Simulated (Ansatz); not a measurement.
# Time and memory for ScHO₂

```yaml
crystal:
  lattice:
    - [10.31503536, 0.0, 0.0]
    - [0.0, 3.21959279, 0.0]
    - [0.0, 0.0, 4.7673393]
  atoms:
    - { symbol: Sc, position: [0.35572751, 0.25, 0.42755764] }
    - { symbol: Sc, position: [0.85572751, 0.25, 0.07244236] }
    - { symbol: Sc, position: [0.64427249, 0.75, 0.57244236] }
    - { symbol: Sc, position: [0.14427249, 0.75, 0.92755764] }
    - { symbol: H, position: [0.59253051, 0.25, 0.11397748] }
    - { symbol: H, position: [0.09253051, 0.25, 0.38602252] }
    - { symbol: H, position: [0.40746949, 0.75, 0.88602252] }
    - { symbol: H, position: [0.90746949, 0.75, 0.61397748] }
    - { symbol: O, position: [0.69414178, 0.25, 0.81857153] }
    - { symbol: O, position: [0.19414178, 0.25, 0.68142847] }
    - { symbol: O, position: [0.30585822, 0.75, 0.18142847] }
    - { symbol: O, position: [0.80585822, 0.75, 0.31857153] }
    - { symbol: O, position: [0.55975118, 0.25, 0.3089907] }
    - { symbol: O, position: [0.05975118, 0.25, 0.1910093] }
    - { symbol: O, position: [0.44024882, 0.75, 0.6910093] }
    - { symbol: O, position: [0.94024882, 0.75, 0.8089907] }
kpoints:
  mp_grid: { grid: [2, 6, 4] }
scf:
  occupations: { method: fermi_dirac, width: 0.02 }
hamiltonian:
  xc: r2scan
  pseudopotentials: { kind: paw, frozen_core: stored }
output:
  forces: true
  stress: true
  populations: true
  efg:
    quadrupole_moments_barn: { Sc: -0.22, H: 0.00285783, O: -0.02558 }
```

```sh
ansatz run input.yaml --threads 1 --pin off --max-ram 3072MiB --backend cpu --events-out ev --progress --plain --runs-dir out
```

It runs on 1 thread of Intel Xeon Platinum 8488C (Sapphire Rapids) (x86_64; 16 cores open to the job, memory cap 3.0 GiB, no GPU), a shared host with a load of 0.2 a core.

(1) How much time and memory should be set aside?

Results:

(1) About 27 s of wall time (27 s of CPU time) and 0.87 GiB. The run holds 96 valence electrons in 64 bands, about 4043 plane waves a k-point and 24 irreducible k-points, and took 8 SCF iterations. Times on a shared host vary by tens of per cent.
